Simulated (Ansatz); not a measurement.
## TaN: clamped-ion strain scan

The calculation used DFT r2SCAN, scalar-relativistic, plane waves, PAW in Ansatz 0.2.0. Settings: plane waves to 500 eV, k-mesh 24×24×20 (Γ-centred), Gaussian smearing 0.15 eV. Spin–orbit coupling is left out, which can shift energies with elements as heavy as these. No spin polarisation. Energies are free energies at this smearing, counted from the undisturbed cell; pressure is positive in compression.

The undisturbed cell (relaxed at this level; this form isn't the usual structure):

```
Ta N
1.0
     2.93615    0.00000    0.00000
    -1.46808    2.54278    0.00000
     0.00000    0.00000    2.88462
Ta N
1 1
Direct
  0.33333 0.66667 0.50000
  0.00000 0.00000 0.00000
```

The cell is strained by ε times the Voigt pattern (0, 0, 0, 0, 1, 0) (xx, yy, zz, yz, xz, xy; engineering shear) with fractional coordinates fixed. The cell is metallic on the mesh throughout.

```csv
ε,ΔE (meV/atom),"stress summed along the pattern (GPa, tension positive)",pressure (GPa)
-0.1000,84.9,-25.18,4.1
-0.0500,?,?,1.0
0.0000,0.0,0.00,0.0
0.0250,5.3,6.27,0.2
0.0750,47.6,18.85,2.3
```

(1) Give the withheld values.

Results:

(1) ΔE (meV/atom) at ε = -0.0500: 21.1; stress summed along the pattern (GPa, tension positive) at ε = -0.0500: -12.55.